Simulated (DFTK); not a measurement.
TePb under changes of volume

One of the cells (32.055 Å³/atom); the others are scaled copies at fixed shape and fractional positions:

```
Pb Te
1.0
     4.00229    0.00000    0.00000
     0.00000    4.00229    0.00000
     0.00000    0.00000    4.00229
Pb Te
1 1
Direct
  0.00000 0.00000 0.00000
  0.50000 0.50000 0.50000
```

Measurements of this composition are mostly on another form, of space group No. 225.

```yaml
Program: DFTK 0.8.2
Functional: PBE
Potentials_or_basis: dojo.nc.sr.pbe.v0_4_1.standard.upf (PBE)
Cutoff: 1088 eV
k_mesh: 7 × 7 × 7
Occupations: fermi-dirac, width 0.05 eV
Spin: no spin polarisation
```

```csv
volume (Å³/atom),energy over the lowest point (meV/atom),pressure (GPa)
30.132,?,?
30.773,7.62,1.8
31.414,2.03,0.9
32.055,0.00,0.0
32.696,1.24,-0.8
33.337,5.44,-1.5
33.978,12.33,-2.1
```

Problem. What does the run at 30.132 Å³/atom give?

Solution. Energy over the lowest point 17.14 meV/atom; pressure 2.8 GPa.

Worked out: A Birch-Murnaghan fit of order 3 (a polynomial in V^(-2/3)) to the other rows has its minimum at 32.12 Å³/atom with B0 = V·E''(V) = 40 GPa and B' = 3.7. It gives 17.15 meV/atom at 30.132 Å³/atom, against the run's 17.14, and -dE/dV = 2.9 GPa, against 2.8.

Energies are extrapolated to zero smearing.
